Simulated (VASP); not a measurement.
# MgSe (Fm-3m) in VASP: relaxation of cell and atoms with PBE

Aim: the relaxation of cell and atoms of MgSe with PBE.

Program: VASP 6.6.1. These are calculated values, not measurements. Logs are shortened: lines on timing, memory, paths and dates and some standing lists are left out, and cuts for length are marked.

## (1) The structure

Symmetry: Fm-3m, No. 225, cubic system. Conventional cell: a = 5.998 Å, b = 5.998 Å, c = 5.998 Å, α = 90.00°, β = 90.00°, γ = 90.00°. Mg (site symmetry m-3m) is surrounded by 6 Se at 3.00 Å. Se (site symmetry m-3m) has 6 Mg at 3.00 Å as nearest neighbours.

The cell was built by a generator and needn't be a form met in nature.

## (2) Relaxation of cell and atoms, PBE

The input, INCAR:

```
  ALGO = Fast
  EDIFF = 1E-4
  EDIFFG = -0.08
  ENCUT = 520
  GGA = PE
  IBRION = 2
  ISIF = 3
  ISMEAR = 0
  LASPH = T
  LCHARG = F
  LREAL = F
  LWAVE = F
  NELM = 60
  NSW = 24
  PREC = Normal
  SIGMA = 0.15
```

The input, KPOINTS:

```
k-points
0
Gamma
  5 5 5
```

The input, POSCAR:

```
MgSe
1.0
    0.0000000000      2.9991390300      2.9991390300
    2.9991390300      0.0000000000      2.9991390300
    2.9991390300      2.9991390300      0.0000000000
Mg Se
1 1
Direct
    0.5000000000      0.5000000000      0.5000000000
    0.0000000000      0.0000000000      0.0000000000
```

Potentials or basis: VASP PAW PBE potentials, release 64 (Mg, Se).

On the command line:

```console
cat potpaw_PBE.64/Mg/POTCAR potpaw_PBE.64/Se/POTCAR > POTCAR
mpirun -np 1 vasp_std > vasp.out
```

OUTCAR:

```text
EDIFF = 1E-4
   EDIFFG = -0.08
   ENCUT = 520
   GGA = PE
   IBRION = 2
   ISIF = 3
   ISMEAR = 0
   LASPH = T
   LREAL = F
   NELM = 60
   NSW = 24
   PREC = Normal

 ion  position               nearest neighbor table
   1  0.500  0.500  0.500-   2 3.00   2 3.00   2 3.00   2 3.00   2 3.00   2 3.00
   2  0.000  0.000  0.000-   1 3.00   1 3.00   1 3.00   1 3.00   1 3.00   1 3.00

  LATTYP: Found a face centered cubic cell.
 ALAT       =     5.9982780600

  Lattice vectors:

 A1 = (   0.0000000000,   2.9991390300,   2.9991390300)
 A2 = (   2.9991390300,   0.0000000000,   2.9991390300)
 A3 = (   2.9991390300,   2.9991390300,   0.0000000000)

Analysis of symmetry for initial positions (statically):
=====================================================================
 Subroutine PRICEL returns:
 Original cell was already a primitive cell.

 Routine SETGRP: Setting up the symmetry group for a
 face centered cubic supercell.

 Subroutine GETGRP returns: Found 48 space group operations
 (whereof 48 operations were pure point group operations)
 out of a pool of 48 trial point group operations.

The static configuration has the point symmetry O_h .

Analysis of symmetry for dynamics (positions and initial velocities):
=====================================================================
 Subroutine PRICEL returns:
 Original cell was already a primitive cell.

 Routine SETGRP: Setting up the symmetry group for a
 face centered cubic supercell.

 Subroutine GETGRP returns: Found 48 space group operations
 (whereof 48 operations were pure point group operations)
 out of a pool of 48 trial point group operations.

The dynamic configuration has the point symmetry O_h .

 Subroutine INISYM returns: Found 48 space group operations
 (whereof 48 operations are pure point group operations),
 and found     1 'primitive' translations

----------------------------------------------------------------------------------------

                                     Primitive cell

  volume of cell :      53.9535

  direct lattice vectors                    reciprocal lattice vectors
     0.000000000  2.999139030  2.999139030    -0.166714512  0.166714512  0.166714512
     2.999139030  0.000000000  2.999139030     0.166714512 -0.166714512  0.166714512
     2.999139030  2.999139030  0.000000000     0.166714512  0.166714512 -0.166714512

  length of vectors
     4.241423092  4.241423092  4.241423092     0.288758005  0.288758005  0.288758005

  position of ions in fractional coordinates (direct lattice)
     0.500000000  0.500000000  0.500000000
     0.000000000  0.000000000  0.000000000

  ion indices of the primitive-cell ions
   primitive index   ion index
                 1           1
                 2           2

----------------------------------------------------------------------------------------

 KPOINTS: k-points

Automatic generation of k-mesh.
 Grid dimensions read from file:
 generate k-points for:    5    5    5

 Generating k-lattice:

  Cartesian coordinates                     Fractional coordinates (reciprocal lattice)
    -0.033342902  0.033342902  0.033342902     0.200000000  0.000000000  0.000000000
     0.033342902 -0.033342902  0.033342902     0.000000000  0.200000000  0.000000000
     0.033342902  0.033342902 -0.033342902     0.000000000  0.000000000  0.200000000

  Length of vectors
     0.057751601  0.057751601  0.057751601

  Shift w.r.t. Gamma in fractional coordinates (k-lattice)
     0.000000000  0.000000000  0.000000000

 Subroutine IBZKPT returns following result:
 ===========================================

 Found     10 irreducible k-points:

 Following reciprocal coordinates:
            Coordinates               Weight
  0.000000  0.000000  0.000000      1.000000
  0.200000  0.000000  0.000000      8.000000
  0.400000  0.000000  0.000000      8.000000
  0.200000  0.200000  0.000000      6.000000
  0.400000  0.200000  0.000000     24.000000
 -0.400000  0.200000  0.000000     24.000000
 -0.200000  0.200000  0.000000     12.000000
  0.400000  0.400000  0.000000      6.000000
 -0.400000  0.400000  0.000000     12.000000
 -0.400000  0.400000  0.200000     24.000000
   k-points           NKPTS =     10   k-points in BZ     NKDIM =     10   number of bands    NBANDS=      8
   number of dos      NEDOS =    301   number of ions     NIONS =      2
   total plane-waves  NPLWV =  13824
   dimension x,y,z NGX =    24 NGY =   24 NGZ =   24
   dimension x,y,z NGXF=    48 NGYF=   48 NGZF=   48
   ions per type =               1   1
   NGX,Y,Z   is equivalent  to a cutoff of   9.41,  9.41,  9.41 a.u.
   NGXF,Y,Z  is equivalent  to a cutoff of  18.81, 18.81, 18.81 a.u.
 SYSTEM =  unknown system
   PREC   = normal    normal or accurate (medium, high low for compatibility)
   ISTART =      0    job   : 0-new  1-cont  2-samecut
   ICHARG =      2    charge: 1-file 2-atom 10-const
   ISPIN  =      1    spin polarized calculation?
   LNONCOLLINEAR =      F non collinear calculations
   LSORBIT =      F    spin-orbit coupling
   LASPH  =      T    aspherical Exc in radial PAW
   ENCUT  =  520.0 eV  38.22 Ry    6.18 a.u.   7.89  7.89  7.89*2*pi/ulx,y,z
   NELM   =     60;   NELMIN=  2; NELMDL= -5     # of ELM steps
   EDIFF  = 0.1E-03   stopping-criterion for ELM
   LREAL  =      F    real-space projection
   EDIFFG = -.8E-01   stopping-criterion for IOM
   NSW    =     24    number of steps for IOM
   IBRION =      2    ionic relax: 0-MD 1-quasi-New 2-CG
   NFREE  =      1    steps in history (QN), initial steepest desc. (CG)
   ISIF   =      3    stress and relaxation
   ISYM   =      2    0-nonsym 1-usesym 2-fastsym
   POTIM  = 0.5000    time-step for ionic-motion
   TEBEG  =    0.0;   TEEND  =   0.0 temperature during run
   PSTRESS=    0.0 pullay stress
   NELECT =       8.0000    total number of electrons
   NUPDOWN=      -1.0000    fix difference up-down
   EMIN   =  10.00;   EMAX   =-10.00  energy-range for DOS
   EFERMI =   0.00;   METHOD = LEGACY
   ISMEAR =     0;   SIGMA  =   0.15  broadening in eV -4-tet -1-fermi 0-gaus
   EFERMI_NEDOS =   21; number of points for ismear=-14 and -15
   IALGO  =     68    algorithm
   IMIX   =      4    mixing-type and parameters
     AMIX     =   0.40;   BMIX     =  1.00
     AMIX_MAG =   1.60;   BMIX_MAG =  1.00
  volume/ion in A,a.u.               =      26.98       182.05
  Fermi-wavevector in a.u.,A,eV,Ry     =   0.866493  1.637434 10.215384  0.750810
  Thomas-Fermi vector in A             =   1.984890
   LORBIT       =      0    0 simple, 1 ext, 2 COOP (PROOUT), +10 PAW based schemes
   GGA     = PE    functional components
   LHFCALC =     F    Hartree Fock is set to
   AEXX    =    0.0000 exact exchange contribution
   IVDW    =     0    specifies the selected vdW correction
   LEPSILON=     F    determine dielectric tensor
   LRPA    =     F    only Hartree local field effects (RPA)
 conjugate gradient relaxation of ions
 non-spin polarized calculation
 RMM-DIIS sequential band-by-band and
 Gauss-broadening in eV      SIGMA  =   0.15
  energy-cutoff  :      520.00
  volume of cell :       53.95
 maximum number of plane-waves:      1470
   NGX = 15   NGY = 15   NGZ = 15

--------------------------------------- Ionic step        1  -------------------------------------------

 number of electron       8.0000000 magnetization

 Free energy of the ion-electron system (eV)
  ---------------------------------------------------
  ext. energy  EPLUGINS =         0.00000000
  ---------------------------------------------------
  free energy    TOTEN  =        -7.03832410 eV

  energy without entropy =       -7.03832408  energy(sigma->0) =       -7.03832409

------------------------ aborting loop because EDIFF is reached ----------------------------------------

  FORCE on cell =-STRESS in cart. coord.  units (eV):
  Direction    XX          YY          ZZ          XY          YZ          ZX
  --------------------------------------------------------------------------------------
  -------------------------------------------------------------------------------------
  Total       -3.1182119     -3.1182119     -3.1182119     -0.0000000      0.0000000      0.0000000
  in kB      -92.5968938    -92.5968938    -92.5968938     -0.0000000      0.0000000      0.0000000
  external PRESSURE =     -92.5968938 kB  Pullay stress =       0.0000000 kB

 VOLUME and BASIS-vectors are now :
 -----------------------------------------------------------------------------
  energy-cutoff  :      520.00
  volume of cell :       53.95
      direct lattice vectors                 reciprocal lattice vectors
     0.000000000  2.999139030  2.999139030    -0.166714512  0.166714512  0.166714512
     2.999139030  0.000000000  2.999139030     0.166714512 -0.166714512  0.166714512
     2.999139030  2.999139030  0.000000000     0.166714512  0.166714512 -0.166714512
[... 37 lines left out ...]
 POSITION                                       TOTAL-FORCE (eV/Angst)
 -----------------------------------------------------------------------------------
      2.77356      2.77356      2.77356         0.000000      0.000000     -0.000000
      2.77356      2.77356      0.00000        -0.000000     -0.000000      0.000000
 -----------------------------------------------------------------------------------
    total drift:                                0.000000     -0.000000     -0.000000

  FREE ENERGIE OF THE ION-ELECTRON SYSTEM (eV)
  ---------------------------------------------------
  free  energy   TOTEN  =        -7.4697323155 eV

  energy  without entropy=       -7.4697323155  energy(sigma->0) =       -7.46973232

--------------------------------------- Ionic step        3  -------------------------------------------

 number of electron       7.9999998 magnetization

 Free energy of the ion-electron system (eV)
  ---------------------------------------------------
  ext. energy  EPLUGINS =         0.00000000
  ---------------------------------------------------
  free energy    TOTEN  =        -7.47335471 eV

  energy without entropy =       -7.47335471  energy(sigma->0) =       -7.47335471

 E-fermi :   3.6588     XC(G=0):  -9.3579

 val. band max:        2.9753377521   @ k =   0.0000   0.0000   0.0000
 cond. band min:       5.1184930548   @ k =   0.4000   0.4000   0.0000
 fundamental gap:      2.1431553027
 Fermi energy:         3.6587679374

 k-point     1 :       0.0000    0.0000    0.0000
  band No.  band energies     occupation
      1      -9.7938      2.00000
      2       2.9753      2.00000
      3       2.9753      2.00000
      4       2.9753      2.00000
      5       5.3587      0.00000
      6      10.3882      0.00000
      7      10.3882      0.00000
      8      10.3882      0.00000

 k-point     2 :       0.2000    0.0000    0.0000
  band No.  band energies     occupation
      1      -9.4855      2.00000
      2       0.7128      2.00000
      3       2.7619      2.00000
      4       2.7619      2.00000
      5       6.8723      0.00000
      6      10.1849      0.00000
      7      10.3406      0.00000
      8      10.3406      0.00000
[... 108 lines left out ...]
 POSITION                                       TOTAL-FORCE (eV/Angst)
 -----------------------------------------------------------------------------------
      2.75454      2.75454      2.75454        -0.000000     -0.000000     -0.000000
      0.00000      0.00000      0.00000         0.000000      0.000000      0.000000
 -----------------------------------------------------------------------------------
    total drift:                                0.000000     -0.000000     -0.000000

  FREE ENERGIE OF THE ION-ELECTRON SYSTEM (eV)
  ---------------------------------------------------
  free  energy   TOTEN  =        -7.4733547124 eV

  energy  without entropy=       -7.4733547124  energy(sigma->0) =       -7.47335471

 reached required accuracy - stopping structural energy minimisation
```

Wall time 9.9 s (1 thread of AMD EPYC 7R43 (Zen 3), shared host); peak memory 0.1 GiB.

What came out:

```yaml
Free_energy: -7.4734 eV
Relaxed_volume: 20.90 Å³/atom
Relaxed_cell: a = 3.896 Å, b = 3.896 Å, c = 3.896 Å, α = 60.00°, β = 60.00°, γ = 60.00°
Space_group_after_relaxing_to_0.05_Å: Fm-3m (No. 225)
Energy_gained_by_relaxing: 217.5 meV/atom
Ionic_steps: 3
Pressure_after_relaxing: -0.1 GPa
Band_gap_on_the_k_mesh: 2.14 eV, indirect (least direct gap 2.38 eV)
```

The path:
```csv
step,energy change (eV),largest force (eV/Å),pressure (GPa),volume (Å³)
1,0.0000,0.0000,-9.26,53.95
2,-0.4314,0.0000,-1.26,42.67
3,-0.4350,0.0000,-0.14,41.80
```

Final structure:
```
Mg Se
1.0
     0.00000    2.75454    2.75454
     2.75454    0.00000    2.75454
     2.75454    2.75454    0.00000
Mg Se
1 1
Direct
  0.50000 0.50000 0.50000
  0.00000 0.00000 0.00000
```

Caveat: the volume moved by over 15 % at a fixed basis, so the end points are rough; an odd mesh through Γ misses points on the zone boundary, where band edges often lie; the relaxation stopped at a loose force limit of 0.08 eV/Å, so its end isn't a converged minimum.
